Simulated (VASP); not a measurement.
# Si12HO24 (a cell with a defect) in VASP: settings compared, part 2 of 2

VASP 6.6.1. The steps go on from the part before.

**3. Single point, r2SCAN**

INCAR

```
ALGO     = Normal         # electronic algorithm
EDIFF    = 1E-6           # SCF threshold, eV
ENCUT    = 450            # plane-wave cutoff, eV
ISIF     = 2              # what is computed and relaxed
ISMEAR   = 0              # smearing method
LASPH    = T              # aspherical terms in the spheres
LCHARG   = T              # write CHGCAR
LELF     = T              # ELF
LMIXTAU  = T            
LREAL    = F              # projectors in reciprocal space
LVHAR    = T            
LWAVE    = F              # write WAVECAR
METAGGA  = R2SCAN         # meta-GGA
NBANDS   = 236            # bands
NELM     = 80             # most SCF steps
PREC     = Accurate       # precision mode
SIGMA    = 0.02           # smearing width, eV
```

KPOINTS

```
k-points
0
Gamma
  1 1 1
```

POSCAR

```
Si12HO24
1.0
    9.8316000000      0.0000000000      0.0000000000
   -4.9158000000      8.5144153600      0.0000000000
    0.0000000000      0.0000000000     10.8182000000
Si O H
24 48 2
Direct
    0.2709099100      0.0094391800      0.1655027100
    0.9985581900      0.2592514300      0.3363694500
    0.2293313700      0.2350352900      0.9973888100
    0.2536999600      0.9943798200      0.6857301500
    0.9943088900      0.2605859300      0.8263963100
    0.2083269900      0.1946535800      0.5153311300
    0.2621491600      0.4975911800      0.1718615900
    0.0071092300      0.7712372900      0.3283148600
    0.2235410900      0.7272896200      0.0054956200
    0.2669434400      0.4925265000      0.6593211300
    0.9964925600      0.7555626100      0.8443723300
    0.2341662800      0.7379975200      0.4999615600
    0.7679183600      0.0027725800      0.1637768200
    0.5150453800      0.2909717700      0.3263891900
    0.7354828800      0.2356065700      0.9947544900
    0.7500254000      0.9945486100      0.6643177100
    0.4988791700      0.2694374300      0.8323993700
    0.7270726000      0.2340685100      0.4992150500
    0.7874783800      0.5096747300      0.1573528400
    0.5014811400      0.7712337700      0.3306460800
    0.7306058600      0.7321122000      0.9989357800
    0.7689976800      0.5017534200      0.6662599300
    0.4892422100      0.7549201000      0.8332459800
    0.7359702800      0.7334614600      0.4949275200
    0.0585994900      0.1851775900      0.4426589500
    0.2910020100      0.3666465000      0.1058264000
    0.1398598500      0.4267424900      0.2869976000
    0.2009835100      0.0720170000      0.0577487200
    0.4066298400      0.3704627500      0.3615348300
    0.4326514900      0.1539250100      0.2217404800
    0.0637104000      0.2018104000      0.9379856800
    0.2961209500      0.3602216000      0.5945064100
    0.1329963000      0.4206365700      0.7662825000
    0.1440959400      0.0534628100      0.6192837800
    0.3618947100      0.2974696100      0.8889306100
    0.4273668200      0.1382933600      0.7227606500
    0.0698422700      0.7005748600      0.4356703700
    0.2976032600      0.8725800500      0.1047948800
    0.1459163000      0.9395625000      0.2791979800
    0.1925934700      0.5656927500      0.0691771200
    0.3725483100      0.8040633200      0.3955902100
    0.4281822600      0.6421691300      0.2206537200
    0.0484628800      0.6811712500      0.9565332700
    0.2831508900      0.8721161200      0.6050312400
    0.1573768100      0.9148317700      0.8113722100
    0.2107464500      0.5753019700      0.5568150000
    0.3464649500      0.7730380600      0.8905284800
    0.4297587500      0.6246495600      0.7230592100
    0.5674995200      0.2199689900      0.4418414100
    0.8114747800      0.3713264800      0.0999751300
    0.6741022500      0.4415287100      0.2761049300
    0.7048024300      0.0708391800      0.0544039400
    0.8598764000      0.2853916600      0.3919929700
    0.9337635900      0.1388796900      0.2191445800
    0.5688786300      0.2097478700      0.9432799200
    0.7969424800      0.3651871000      0.6090898100
    0.6362505700      0.4334820500      0.7744881600
    0.6856066900      0.0652798700      0.5578710000
    0.8594873700      0.2928012300      0.8810256900
    0.9165469200      0.1276861800      0.7199152000
    0.5689396300      0.6934002000      0.4307230900
    0.7919415500      0.8629271600      0.1084292300
    0.6399768800      0.9359748100      0.2761740900
    0.7067804900      0.5682967600      0.0547796900
    0.8688771100      0.7964578400      0.3870153500
    0.9505596500      0.6538900700      0.2097545600
    0.5644435100      0.7011425300      0.9437322700
    0.7805881900      0.8618020400      0.6029322100
    0.6206643000      0.9221698500      0.7749832700
    0.7103227700      0.5713318500      0.5546426500
    0.8615482000      0.7938688900      0.8892565300
    0.9332905500      0.6387354700      0.7249986100
    0.4648007800      0.4755672100      0.3805905100
    0.2926452400      0.1351483600      0.4422009000
```

Potentials or basis: VASP PAW PBE potentials, release 64 (Si, O, H).

Started as:

```
> cat potpaw_PBE.64/Si/POTCAR potpaw_PBE.64/O/POTCAR potpaw_PBE.64/H/POTCAR > POTCAR
> mpirun -np 1 vasp_std > vasp.out
```

OUTCAR:

```text
EDIFF = 1E-6
   ENCUT = 450
   ISIF = 2
   ISMEAR = 0
   LASPH = T
   LREAL = F
   METAGGA = R2SCAN
   NELM = 80
   PREC = Accurate

 ion  position               nearest neighbor table
   1  0.271  0.009  0.166-  28 1.62  39 1.63  30 1.63  38 1.63   8 3.04   3 3.05   9 3.10  14 3.13

   2  0.999  0.259  0.336-  25 1.62  53 1.62  27 1.62  54 1.63  13 3.04   7 3.05  18 3.10   6 3.12

   3  0.229  0.235  0.997-  28 1.62  26 1.62  31 1.62  35 1.63   1 3.05   5 3.07  17 3.07   7 3.08
[... 40 lines left out ...]
  25  0.059  0.185  0.443-   2 1.62   6 1.63
  26  0.291  0.367  0.106-   7 1.62   3 1.62
  27  0.140  0.427  0.287-   2 1.62   7 1.63
  28  0.201  0.072  0.058-   3 1.62   1 1.62
  29  0.407  0.370  0.362-  73 0.92  14 1.65   6 2.49
  30  0.433  0.154  0.222-   1 1.63  14 1.63
  31  0.064  0.202  0.938-   3 1.62   5 1.63
  32  0.296  0.360  0.595-  10 1.62   6 1.65
  33  0.133  0.421  0.766-   5 1.62  10 1.63
  34  0.144  0.053  0.619-   4 1.63   6 1.65
  35  0.362  0.297  0.889-  17 1.62   3 1.63
[... 35 lines left out ...]
  71  0.862  0.794  0.889-  11 1.62  21 1.63
  72  0.933  0.639  0.725-  22 1.63  11 1.63
  73  0.465  0.476  0.381-  29 0.92
  74  0.293  0.135  0.442-   6 1.46

  LATTYP: Found a hexagonal cell.
 ALAT       =     9.8316000000
 C/A-ratio  =     1.1003498922

  Lattice vectors:

 A1 = (   9.8316000000,   0.0000000000,   0.0000000000)
 A2 = (  -4.9158000000,   8.5144153600,   0.0000000000)
 A3 = (   0.0000000000,   0.0000000000,  10.8182000000)

Analysis of symmetry for initial positions (statically):
=====================================================================
 Subroutine PRICEL returns:
 Original cell was already a primitive cell.

 Routine SETGRP: Setting up the symmetry group for a
 hexagonal supercell.

 Subroutine GETGRP returns: Found  1 space group operations
 (whereof  1 operations were pure point group operations)
 out of a pool of 24 trial point group operations.

The static configuration has the point symmetry C_1 .

Analysis of symmetry for dynamics (positions and initial velocities):
=====================================================================
 Subroutine PRICEL returns:
 Original cell was already a primitive cell.

 Routine SETGRP: Setting up the symmetry group for a
 hexagonal supercell.

 Subroutine GETGRP returns: Found  1 space group operations
 (whereof  1 operations were pure point group operations)
 out of a pool of 24 trial point group operations.

The dynamic configuration has the point symmetry C_1 .

 Subroutine INISYM returns: Found  1 space group operations
 (whereof  1 operations are pure point group operations),
 and found     1 'primitive' translations

----------------------------------------------------------------------------------------

                                     Primitive cell

  volume of cell :     905.5950

  direct lattice vectors                    reciprocal lattice vectors
     9.831600000  0.000000000  0.000000000     0.101712844  0.058723938  0.000000000
    -4.915800000  8.514415360  0.000000000     0.000000000  0.117447876  0.000000000
     0.000000000  0.000000000 10.818200000     0.000000000  0.000000000  0.092436819

  length of vectors
     9.831600000  9.831600000 10.818200000     0.117447876  0.117447876  0.092436819

  position of ions in fractional coordinates (direct lattice)
     0.270909910  0.009439180  0.165502710
     0.998558190  0.259251430  0.336369450
[... 180 lines left out ...]
   number of dos      NEDOS =    301   number of ions     NIONS =     74
   total plane-waves  NPLWV = 392000
   dimension x,y,z NGX =    70 NGY =   70 NGZ =   80
   dimension x,y,z NGXF=   140 NGYF=  140 NGZF=  160
   ions per type =              24  48   2
   NGX,Y,Z   is equivalent  to a cutoff of  11.84, 11.84, 12.29 a.u.
   NGXF,Y,Z  is equivalent  to a cutoff of  23.67, 23.67, 24.59 a.u.
 SYSTEM =  unknown system
   PREC   = accura    normal or accurate (medium, high low for compatibility)
   ISTART =      0    job   : 0-new  1-cont  2-samecut
   ICHARG =      2    charge: 1-file 2-atom 10-const
   ISPIN  =      1    spin polarized calculation?
   LNONCOLLINEAR =      F non collinear calculations
   LSORBIT =      F    spin-orbit coupling
   LASPH  =      T    aspherical Exc in radial PAW
   ENCUT  =  450.0 eV  33.07 Ry    5.75 a.u.  17.01 17.01 18.71*2*pi/ulx,y,z
   NELM   =     80;   NELMIN=  2; NELMDL= -5     # of ELM steps
   EDIFF  = 0.1E-05   stopping-criterion for ELM
   LREAL  =      F    real-space projection
   EDIFFG = 0.1E-04   stopping-criterion for IOM
   NSW    =      0    number of steps for IOM
   IBRION =     -1    ionic relax: 0-MD 1-quasi-New 2-CG
   NFREE  =      0    steps in history (QN), initial steepest desc. (CG)
   ISIF   =      2    stress and relaxation
   ISYM   =      2    0-nonsym 1-usesym 2-fastsym
   POTIM  = 0.5000    time-step for ionic-motion
   TEBEG  =    0.0;   TEEND  =   0.0 temperature during run
   PSTRESS=    0.0 pullay stress
   NELECT =     386.0000    total number of electrons
   NUPDOWN=      -1.0000    fix difference up-down
   EMIN   =  10.00;   EMAX   =-10.00  energy-range for DOS
   EFERMI =   0.00;   METHOD = LEGACY
   ISMEAR =     0;   SIGMA  =   0.02  broadening in eV -4-tet -1-fermi 0-gaus
   EFERMI_NEDOS =   21; number of points for ismear=-14 and -15
   IALGO  =     38    algorithm
   IMIX   =      4    mixing-type and parameters
     AMIX     =   0.40;   BMIX     =  1.00
     AMIX_MAG =   1.60;   BMIX_MAG =  1.00
  volume/ion in A,a.u.               =      12.24        82.58
  Fermi-wavevector in a.u.,A,eV,Ry     =   1.232043  2.328224 20.652696  1.517930
  Thomas-Fermi vector in A             =   2.366829
   LORBIT       =      0    0 simple, 1 ext, 2 COOP (PROOUT), +10 PAW based schemes
   METAGGA = R2SCAN    functional components
   LHFCALC =     F    Hartree Fock is set to
   AEXX    =    0.0000 exact exchange contribution
   IVDW    =     0    specifies the selected vdW correction
   LEPSILON=     F    determine dielectric tensor
   LRPA    =     F    only Hartree local field effects (RPA)
 non-spin polarized calculation
 Gauss-broadening in eV      SIGMA  =   0.02
  energy-cutoff  :      450.00
  volume of cell :      905.60
 maximum number of plane-waves:     19597
 NGX is ok and might be reduce to    70
   NGX = 33   NGY = 33   NGZ = 37

 number of electron     385.9999977 magnetization

 Free energy of the ion-electron system (eV)
  ---------------------------------------------------
  ext. energy  EPLUGINS =         0.00000000
  ---------------------------------------------------
  free energy    TOTEN  =      -719.84601190 eV

  energy without entropy =     -719.84601190  energy(sigma->0) =     -719.84601190

 E-fermi :   1.4556     XC(G=0):  -9.8058

 val. band max:        1.3157914108   @ k =   0.0000   0.0000   0.0000
 cond. band min:       7.2910740614   @ k =   0.0000   0.0000   0.0000
 fundamental gap:      5.9752826506
 Fermi energy:         1.4556411518

 k-point     1 :       0.0000    0.0000    0.0000
  band No.  band energies     occupation
      1     -19.6393      2.00000
      2     -19.2300      2.00000
      3     -19.1804      2.00000
      4     -19.1542      2.00000
      5     -19.1228      2.00000
      6     -19.1090      2.00000
[... 197 lines left out ...]
    204      10.2596      0.00000
    205      10.4053      0.00000
 [bands above 205 left out]

------------------------ aborting loop because EDIFF is reached ----------------------------------------

  FORCE on cell =-STRESS in cart. coord.  units (eV):
  Direction    XX          YY          ZZ          XY          YZ          ZX
  --------------------------------------------------------------------------------------
  -------------------------------------------------------------------------------------
  Total      -22.3984277    -17.5904939    -14.6111052      1.9803936     -5.7028362     -0.0107526
  in kB      -39.6272628    -31.1210740    -25.8499442      3.5037092    -10.0894488     -0.0190235
  external PRESSURE =     -32.1994270 kB  Pullay stress =       0.0000000 kB

 VOLUME and BASIS-vectors are now :
 -----------------------------------------------------------------------------
  energy-cutoff  :      450.00
  volume of cell :      905.60
      direct lattice vectors                 reciprocal lattice vectors
     9.831600000  0.000000000  0.000000000     0.101712844  0.058723938  0.000000000
    -4.915800000  8.514415360  0.000000000     0.000000000  0.117447876  0.000000000
     0.000000000  0.000000000 10.818200000     0.000000000  0.000000000  0.092436819

 POSITION                                       TOTAL-FORCE (eV/Angst)
 -----------------------------------------------------------------------------------
      2.61708      0.08037      1.79044        -0.010590     -0.008952     -0.002314
      8.54300      2.20737      3.63891        -0.031017      0.029179     -0.017977
      1.09931      2.00119     10.78995        -0.017984     -0.046047      0.008562
     -2.39390      8.46656      7.41837         0.036169     -0.036566      0.084122
      8.49466      2.21874      8.94012        -0.031908      0.014774     -0.029773
      1.09131      1.65736      5.57496        -0.177557     -0.133667      0.172108
[... 66 lines left out ...]
      2.23194      4.04918      4.11730         0.078183      3.041932      0.690618
      2.21281      1.15071      4.78382        -0.197519      0.091290      0.155951
 -----------------------------------------------------------------------------------
    total drift:                               -0.002539      0.000726     -0.001453

  FREE ENERGIE OF THE ION-ELECTRON SYSTEM (eV)
  ---------------------------------------------------
  free  energy   TOTEN  =      -719.8460118958 eV

  energy  without entropy=     -719.8460118958  energy(sigma->0) =     -719.84601190
```

It took 33 min on 1 thread of Intel Xeon Platinum 8259CL at 2.50GHz (Skylake/Cascade Lake), shared host; peak memory 0.92 GiB.

What came out:

- Free energy: -719.8460 eV
- Largest force: 3.185 eV/Å
- Band gap on the k mesh: 5.98 eV, direct

Forces in eV/Å, atoms in the order of the input:
```
Si  -0.011 -0.009 -0.002
Si  -0.031  0.029 -0.018
Si  -0.018 -0.046  0.009
Si   0.036 -0.037  0.084
Si  -0.032  0.015 -0.030
Si  -0.178 -0.134  0.172
Si   0.014  0.048 -0.035
Si  -0.017  0.052  0.008
Si  -0.006 -0.084  0.004
Si   0.013  0.058 -0.003
Si   0.031  0.056  0.008
Si  -0.002 -0.026 -0.023
Si   0.029 -0.013  0.016
Si   0.146 -0.068 -0.054
Si  -0.001 -0.027 -0.006
Si   0.070 -0.022 -0.016
Si  -0.020  0.044 -0.001
Si  -0.004 -0.038  0.019
Si   0.065  0.003  0.013
Si   0.073 -0.029  0.079
Si  -0.040 -0.020  0.002
Si   0.027  0.009 -0.025
Si  -0.002  0.029  0.004
Si  -0.131 -0.054 -0.036
O    0.139  0.226 -0.089
O   -0.253 -0.028 -0.100
O    0.117 -0.222 -0.183
O    0.163  0.242  0.139
O    0.228 -3.080 -0.775
O   -0.220  0.049  0.160
O    0.114  0.240 -0.143
O   -0.250 -0.112 -0.078
O    0.144 -0.215 -0.127
O    0.359  0.168 -0.081
O    0.114 -0.239  0.133
O   -0.270  0.004  0.197
O    0.103  0.274 -0.124
O   -0.272 -0.044 -0.094
O    0.123 -0.245 -0.199
O    0.180  0.216  0.118
O    0.074 -0.259  0.100
O   -0.240 -0.047  0.164
O    0.111  0.292 -0.179
O   -0.228 -0.039 -0.061
O   -0.040 -0.188 -0.262
O    0.135  0.188  0.135
O    0.119 -0.169  0.153
O   -0.285  0.018  0.127
O    0.136  0.250 -0.182
O   -0.297 -0.008 -0.122
O   -0.052 -0.193 -0.166
O    0.153  0.227  0.133
O    0.108 -0.206  0.134
O   -0.257 -0.006  0.169
O    0.123  0.222 -0.163
O   -0.284 -0.017 -0.142
O    0.149 -0.220 -0.129
O    0.176  0.233  0.126
O    0.125 -0.229  0.168
O   -0.259  0.042  0.147
O    0.090  0.354 -0.096
O   -0.251 -0.011 -0.153
O    0.136 -0.208 -0.177
O    0.184  0.232  0.129
O    0.146 -0.224  0.124
O   -0.259 -0.050  0.164
O    0.124  0.222 -0.152
O   -0.224 -0.008 -0.124
O    0.147 -0.218 -0.138
O    0.138  0.187  0.142
O    0.135 -0.264  0.184
O   -0.246 -0.009  0.177
H    0.078  3.042  0.691
H   -0.198  0.091  0.156
```

Caveat: the cutoff is under 1.25 times the usual one of these potentials, so pressure, stress and relaxed cells hold a basis-set (Pulay) error; the PAW data sets were made with another functional, which shifts forces and pressure a little.
